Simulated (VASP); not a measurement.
# BaTiO3 (P4mm) in VASP: further runs

One crystal, BaTiO3, is run at these levels: PBE; tasks: single point.

All numbers are computed with VASP 6.6.1; they aren't measurements. Logs are shortened: lines on timing, memory, paths and dates and some standing lists are left out, and cuts for length are marked.

### 1 The structure

It takes space group P4mm (No. 99, tetragonal). The conventional cell has a = 4.000 Å, b = 4.000 Å, c = 4.018 Å, α = 90.00°, β = 90.00°, γ = 90.00°. Ba (site symmetry 4mm) is surrounded by 12 O at 2.79 to 2.88 Å. Ti (site symmetry 4mm) has 6 O at 1.89 to 2.13 Å as nearest neighbours. O (site symmetry 2mm) has 2 Ti at 2.00 Å as nearest neighbours. Around O (site symmetry 4mm) lie 2 Ti at 1.89 to 2.13 Å.

### 2 Single point, PBE

Contents of INCAR:

```
SYSTEM = BaTiO3
PREC = Accurate ; ENCUT = 460
EDIFF = 1E-7 ; ISMEAR = 0
SIGMA = 0.05 ; LREAL = .False.
LASPH = .True. ; NELM = 100
ALGO = Normal ; ISIF = 2
LWAVE = .False. ; LCHARG = .False.
GGA = PE ; NBANDS = 28
ADDGRID = .False.
```

Contents of KPOINTS:

```
regular mesh
0
Gamma
  7 7 7
  0 0 0
```

Contents of POSCAR:

```
BaTiO3
1.0
    3.9998000000      0.0000000000      0.0000000000
    0.0000000000      3.9998000000      0.0000000000
    0.0000000000      0.0000000000      4.0180000000
Ba Ti O
1 1 3
Direct
    0.0000000000      0.0000000000      0.0000000000
    0.5000000000      0.5000000000      0.4900000000
    0.0000000000      0.5000000000      0.5170000000
    0.5000000000      0.0000000000      0.5170000000
    0.5000000000      0.5000000000      0.0190000000
```

Potentials or basis: VASP PAW PBE potentials, release 64 (Ba_sv, Ti_sv, O).

Started as:

```sh
$ cat potpaw_PBE.64/Ba_sv/POTCAR potpaw_PBE.64/Ti_sv/POTCAR potpaw_PBE.64/O/POTCAR > POTCAR
$ mpirun -np 1 vasp_std > vasp.out
```

OUTCAR:

```text
SYSTEM = BaTiO3
   PREC = Accurate
   ENCUT = 460
   EDIFF = 1E-7
   ISMEAR = 0
   LREAL = .False.
   LASPH = .True.
   NELM = 100
   ISIF = 2
   GGA = PE

 Found     40 irreducible k-points:

 Following reciprocal coordinates:
            Coordinates               Weight
  0.000000  0.000000  0.000000      1.000000
  0.142857  0.000000  0.000000      4.000000
  0.285714  0.000000  0.000000      4.000000
  0.428571  0.000000  0.000000      4.000000
  0.142857  0.142857  0.000000      4.000000
  0.285714  0.142857  0.000000      8.000000
   k-points           NKPTS =     40   k-points in BZ     NKDIM =     40   number of bands    NBANDS=     28
   number of dos      NEDOS =    301   number of ions     NIONS =      5
   total plane-waves  NPLWV =  21952
   dimension x,y,z NGX =    28 NGY =   28 NGZ =   28
   dimension x,y,z NGXF=    56 NGYF=   56 NGZF=   56
   ions per type =               1   1   3
   NGX,Y,Z   is equivalent  to a cutoff of  11.64, 11.64, 11.59 a.u.
   NGXF,Y,Z  is equivalent  to a cutoff of  23.28, 23.28, 23.17 a.u.
 SYSTEM =  BaTiO3
   PREC   = accura    normal or accurate (medium, high low for compatibility)
   ISTART =      0    job   : 0-new  1-cont  2-samecut
   ICHARG =      2    charge: 1-file 2-atom 10-const
   ISPIN  =      1    spin polarized calculation?
   LNONCOLLINEAR =      F non collinear calculations
   LSORBIT =      F    spin-orbit coupling
   LASPH  =      T    aspherical Exc in radial PAW
   ENCUT  =  460.0 eV  33.81 Ry    5.81 a.u.   6.99  6.99  7.03*2*pi/ulx,y,z
   NELM   =    100;   NELMIN=  2; NELMDL= -5     # of ELM steps
   EDIFF  = 0.1E-06   stopping-criterion for ELM
   LREAL  =      F    real-space projection
   EDIFFG = 0.1E-05   stopping-criterion for IOM
   NSW    =      0    number of steps for IOM
   IBRION =     -1    ionic relax: 0-MD 1-quasi-New 2-CG
   NFREE  =      0    steps in history (QN), initial steepest desc. (CG)
   ISIF   =      2    stress and relaxation
   ISYM   =      2    0-nonsym 1-usesym 2-fastsym
   POTIM  = 0.5000    time-step for ionic-motion
   TEBEG  =    0.0;   TEEND  =   0.0 temperature during run
   PSTRESS=    0.0 pullay stress
   NELECT =      40.0000    total number of electrons
   NUPDOWN=      -1.0000    fix difference up-down
   EMIN   =  10.00;   EMAX   =-10.00  energy-range for DOS
   EFERMI =   0.00;   METHOD = LEGACY
   ISMEAR =     0;   SIGMA  =   0.05  broadening in eV -4-tet -1-fermi 0-gaus
   EFERMI_NEDOS =   21; number of points for ismear=-14 and -15
   IALGO  =     38    algorithm
   IMIX   =      4    mixing-type and parameters
     AMIX     =   0.40;   BMIX     =  1.00
     AMIX_MAG =   1.60;   BMIX_MAG =  1.00
  volume/ion in A,a.u.               =      12.86        86.76
  Fermi-wavevector in a.u.,A,eV,Ry     =   1.397653  2.641181 26.578078  1.953434
  Thomas-Fermi vector in A             =   2.520888
   LORBIT       =      0    0 simple, 1 ext, 2 COOP (PROOUT), +10 PAW based schemes
   GGA     = PE    functional components
   LHFCALC =     F    Hartree Fock is set to
   AEXX    =    0.0000 exact exchange contribution
   IVDW    =     0    specifies the selected vdW correction
   LEPSILON=     F    determine dielectric tensor
   LRPA    =     F    only Hartree local field effects (RPA)
 non-spin polarized calculation
 Gauss-broadening in eV      SIGMA  =   0.05
  energy-cutoff  :      460.00
  volume of cell :       64.28
 maximum number of plane-waves:      1453
 NGX is ok and might be reduce to    28
   NGX = 13   NGY = 13   NGZ = 15

 number of electron      40.0000031 magnetization

 Free energy of the ion-electron system (eV)
  ---------------------------------------------------
  ext. energy  EPLUGINS =         0.00000000
  ---------------------------------------------------
  free energy    TOTEN  =       -39.99044489 eV

  energy without entropy =      -39.99044489  energy(sigma->0) =      -39.99044489

 E-fermi :   4.0787     XC(G=0): -11.2419

 val. band max:        3.7507272452   @ k =   0.4286   0.4286   0.4286
 cond. band min:       5.6179251808   @ k =   0.0000   0.0000   0.0000
 fundamental gap:      1.8671979356
 Fermi energy:         4.0787228118

 k-point     1 :       0.0000    0.0000    0.0000
  band No.  band energies     occupation
      1     -52.7547      2.00000
      2     -28.9972      2.00000
      3     -28.9673      2.00000
      4     -28.9673      2.00000
      5     -21.0132      2.00000
      6     -13.0735      2.00000
      7     -12.4235      2.00000
      8     -12.3637      2.00000
      9      -6.1893      2.00000
     10      -6.1893      2.00000
     11      -6.1867      2.00000
     12       1.5041      2.00000
     13       1.5178      2.00000
     14       1.5178      2.00000
     15       2.6180      2.00000
     16       2.6180      2.00000
     17       2.7116      2.00000
     18       3.5400      2.00000
     19       3.5556      2.00000
     20       3.5556      2.00000
     21       5.6179      0.00000
     22       5.8339      0.00000
     23       5.8339      0.00000
     24       7.8097      0.00000
     25       7.9052      0.00000
     26       8.8306      0.00000
     27       8.8953      0.00000
     28      11.1443      0.00000

 k-point     2 :       0.1429    0.0000    0.0000
  band No.  band energies     occupation
      1     -52.7545      2.00000
      2     -28.9968      2.00000
      3     -28.9773      2.00000
      4     -28.9669      2.00000
      5     -20.9912      2.00000
      6     -13.0891      2.00000
      7     -12.4106      2.00000
      8     -12.3508      2.00000
      9      -6.1585      2.00000
     10      -6.1570      2.00000
     11      -6.1116      2.00000
     12       1.1866      2.00000
     13       1.4535      2.00000
     14       1.4613      2.00000
     15       2.3648      2.00000
     16       2.4278      2.00000
     17       2.5656      2.00000
     18       3.1084      2.00000
     19       3.3851      2.00000
     20       3.4769      2.00000
     21       5.8509      0.00000
     22       6.0216      0.00000
     23       6.0948      0.00000
     24       7.8795      0.00000
     25       8.3690      0.00000
     26       9.2216      0.00000
     27       9.2753      0.00000
     28      11.6275      0.00000

 k-point     3 :       0.2857    0.0000    0.0000
  band No.  band energies     occupation
      1     -52.7542      2.00000
      2     -28.9996      2.00000
      3     -28.9959      2.00000
      4     -28.9661      2.00000
      5     -20.9409      2.00000
      6     -13.1837      2.00000
      7     -12.3868      2.00000
      8     -12.2432      2.00000
      9      -6.0878      2.00000
     10      -6.0871      2.00000
     11      -5.9398      2.00000
     12       0.4792      2.00000
     13       1.2690      2.00000
     14       1.2798      2.00000
     15       1.9914      2.00000
     16       2.1446      2.00000
     17       2.2200      2.00000
     18       2.4584      2.00000
     19       3.1077      2.00000
     20       3.2049      2.00000
     21       5.9110      0.00000
     22       6.7482      0.00000
     23       6.7585      0.00000
     24       7.8799      0.00000
     25       9.1832      0.00000
     26      10.0898      0.00000
     27      10.2500      0.00000
     28      12.1432      0.00000

 k-point     4 :       0.4286    0.0000    0.0000
  band No.  band energies     occupation
      1     -52.7538      2.00000
      2     -29.0173      2.00000
      3     -28.9952      2.00000
      4     -28.9654      2.00000
      5     -20.8997      2.00000
      6     -13.2920      2.00000
      7     -12.3736      2.00000
      8     -12.1050      2.00000
      9      -6.0298      2.00000
     10      -6.0273      2.00000
     11      -5.8041      2.00000
     12      -0.0620      2.00000
     13       1.0597      2.00000
     14       1.0918      2.00000
     15       1.7295      2.00000
     16       1.9429      2.00000
     17       2.0268      2.00000
     18       2.1429      2.00000
     19       2.9264      2.00000
     20       3.0274      2.00000
     21       5.9611      0.00000
     22       7.2598      0.00000
     23       7.2879      0.00000
     24       7.8718      0.00000
     25       9.6454      0.00000
     26      10.7952      0.00000
     27      11.2322      0.00000
     28      12.0352      0.00000

 k-point     5 :       0.1429    0.1429    0.0000
  band No.  band energies     occupation
      1     -52.7544      2.00000
      2     -28.9965      2.00000
      3     -28.9771      2.00000
      4     -28.9766      2.00000
      5     -20.9706      2.00000
      6     -13.0822      2.00000
      7     -12.3901      2.00000
      8     -12.3566      2.00000
      9      -6.1961      2.00000
     10      -6.1266      2.00000
     11      -6.0090      2.00000
     12       0.9903      2.00000
     13       1.2873      2.00000
     14       1.4192      2.00000
     15       2.0155      2.00000
     16       2.2369      2.00000
     17       2.6696      2.00000
     18       2.6976      2.00000
     19       3.3723      2.00000
     20       3.3751      2.00000
     21       6.0413      0.00000
     22       6.1700      0.00000
     23       6.2601      0.00000
     24       8.1517      0.00000
     25       8.6486      0.00000
     26       9.5861      0.00000
     27       9.6162      0.00000
     28      11.8706      0.00000

 k-point     6 :       0.2857    0.1429    0.0000
  band No.  band energies     occupation
      1     -52.7540      2.00000
      2     -28.9991      2.00000
      3     -28.9955      2.00000
      4     -28.9759      2.00000
      5     -20.9235      2.00000
      6     -13.1269      2.00000
      7     -12.3672      2.00000
      8     -12.2736      2.00000
      9      -6.1602      2.00000
     10      -6.0550      2.00000
     11      -5.9054      2.00000
     12       0.3970      2.00000
     13       1.0575      2.00000
     14       1.2839      2.00000
     15       1.5114      2.00000
     16       1.9226      2.00000
     17       2.2333      2.00000
     18       2.6167      2.00000
     19       3.0660      2.00000
     20       3.2063      2.00000
     21       6.1435      0.00000
     22       6.7667      0.00000
     23       6.8269      0.00000
     24       8.2141      0.00000
     25       9.4416      0.00000
     26      10.3237      0.00000
     27      10.6111      0.00000
     28      12.4063      0.00000

 [... further k-points ...]

------------------------ aborting loop because EDIFF is reached ----------------------------------------

  FORCE on cell =-STRESS in cart. coord.  units (eV):
  Direction    XX          YY          ZZ          XY          YZ          ZX
  --------------------------------------------------------------------------------------
  -------------------------------------------------------------------------------------
  Total        1.2472902      1.2472902      1.6234116      0.0000000      0.0000000      0.0000000
  in kB       31.0879149     31.0879149     40.4625027      0.0000000      0.0000000      0.0000000
  external PRESSURE =      34.2127775 kB  Pullay stress =       0.0000000 kB

 VOLUME and BASIS-vectors are now :
 -----------------------------------------------------------------------------
  energy-cutoff  :      460.00
  volume of cell :       64.28
      direct lattice vectors                 reciprocal lattice vectors
     3.999800000  0.000000000  0.000000000     0.250012501  0.000000000  0.000000000
     0.000000000  3.999800000  0.000000000     0.000000000  0.250012501  0.000000000
     0.000000000  0.000000000  4.018000000     0.000000000  0.000000000  0.248880040

 POSITION                                       TOTAL-FORCE (eV/Angst)
 -----------------------------------------------------------------------------------
      0.00000      0.00000      0.00000        -0.000000      0.000000      0.075425
      1.99990      1.99990      1.96882        -0.000000     -0.000000     -0.114444
      0.00000      1.99990      2.07731         0.000000      0.000000     -0.117283
      1.99990      0.00000      2.07731        -0.000000      0.000000     -0.117283
      1.99990      1.99990      0.07634        -0.000000      0.000000      0.273583
 -----------------------------------------------------------------------------------
    total drift:                                0.000000      0.000000      0.000134

  FREE ENERGIE OF THE ION-ELECTRON SYSTEM (eV)
  ---------------------------------------------------
  free  energy   TOTEN  =       -39.9904448874 eV

  energy  without entropy=      -39.9904448874  energy(sigma->0) =      -39.99044489
```

Run time: 64 s. Hardware: 1 thread of Intel Xeon Platinum 8488C (Sapphire Rapids), shared host; peak memory 0.19 GiB.

These settings aren't checked as converged: the numbers below hold their error.

Results:

```yaml
Free_energy: -39.9904 eV
Pressure: 3.4 GPa
Largest_force: 0.274 eV/Å
Band_gap_on_the_k_mesh: 1.87 eV, indirect (least direct gap 2.06 eV)
```

Caveat: the cutoff is under 1.25 times the usual one of these potentials, so pressure, stress and relaxed cells hold a basis-set (Pulay) error; spin-orbit coupling is left out, which moves the levels of the heavy elements; an odd mesh through Γ misses points on the zone boundary, where band edges often lie.

### 3 Single point, PBE

INCAR is that of step 2.

KPOINTS is that of step 2.

Contents of POSCAR:

```
BaTiO3
1.0
    3.9998000000      0.0000000000      0.0000000000
    0.0000000000      3.9998000000      0.0000000000
    0.0000000000      0.0000000000      4.0180000000
Ba Ti O
1 1 3
Direct
    0.0050340000     -0.0151990000     -0.0081960000
    0.5109990000      0.5026790000      0.4796360000
   -0.0079330000      0.4990990000      0.5319510000
    0.5087000000     -0.0034200000      0.5100070000
    0.5274750000      0.4823970000      0.0100750000
```

Potentials or basis: VASP PAW PBE potentials, release 64 (Ba_sv, Ti_sv, O).

Started as:

```sh
$ cat potpaw_PBE.64/Ba_sv/POTCAR potpaw_PBE.64/Ti_sv/POTCAR potpaw_PBE.64/O/POTCAR > POTCAR
$ mpirun -np 1 vasp_std > vasp.out
```

Wall time 4 min (1 thread of Intel Xeon Platinum 8488C (Sapphire Rapids), shared host); peak memory 0.35 GiB.

The run converged, but some of its settings lie outside the range that counts as converged, so its numbers aren't taken as properties of the crystal.

What came out:

```yaml
Free_energy: -39.8839 eV
Pressure: 4.0 GPa
Largest_force: 1.050 eV/Å
Band_gap_on_the_k_mesh: 1.95 eV, indirect (least direct gap 2.15 eV)
```

Caveat: the cutoff is under 1.25 times the usual one of these potentials, so pressure, stress and relaxed cells hold a basis-set (Pulay) error; spin-orbit coupling is left out, which moves the levels of the heavy elements; an odd mesh through Γ misses points on the zone boundary, where band edges often lie.

### 4 The reference run

An earlier run on the cell as given: functional PBEsol; potentials or basis VASP PAW PBE potentials, release 64 (Ba_sv, Ti_sv, O); cutoff 520 eV; k mesh 7 × 7 × 7; occupations fermi-dirac, width 0.05 eV; no spin polarisation.

- Pressure: -2.0 GPa
- Largest force: 0.323 eV/Å
- Band gap on the k mesh: 1.82 eV, indirect (least direct gap 2.02 eV)
